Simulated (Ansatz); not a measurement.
**TiB2 in Ansatz: the effect of target pressure**

The system is TiB2.

```
Ti B
1.0
     3.02920    0.00000    0.00000
    -1.51460    2.62336    0.00000
     0.00000    0.00000    3.22840
Ti B
1 2
Cartesian
  0.0000 0.0000 0.0000
  1.5146 0.8745 1.6142
  0.0000 1.7489 1.6142
```

Alike in all runs:

```yaml
Program: Ansatz 0.2.0
Task: relaxation of cell and atoms
Functional: PBEsol
Potentials_or_basis: all-electron LAPW, scalar-relativistic
Basis_error_allowed: 0.002 eV/atom
k_mesh: 10 × 10 × 8
Occupations: fermi-dirac, width 0.05 eV
Spin: no spin polarisation
```

Each run relaxes the cell or the atoms first.

```tsv
target pressure	relaxed volume (Å³/atom)
0 GPa	8.37
5 GPa	8.22
10 GPa	8.08
20 GPa	7.83
30 GPa	?
```

Task: What does the run with target pressure 30 GPa give?

Result: Relaxed volume 7.62 Å³/atom.

Worked out: In Murnaghan's law V^(-B') rises as a straight line in P. The other rows fit best with B' = 3.4, V0 = 8.37 Å³/atom and B0 = 267 GPa, which gives 7.61 Å³/atom at 30 GPa, against the run's 7.62.
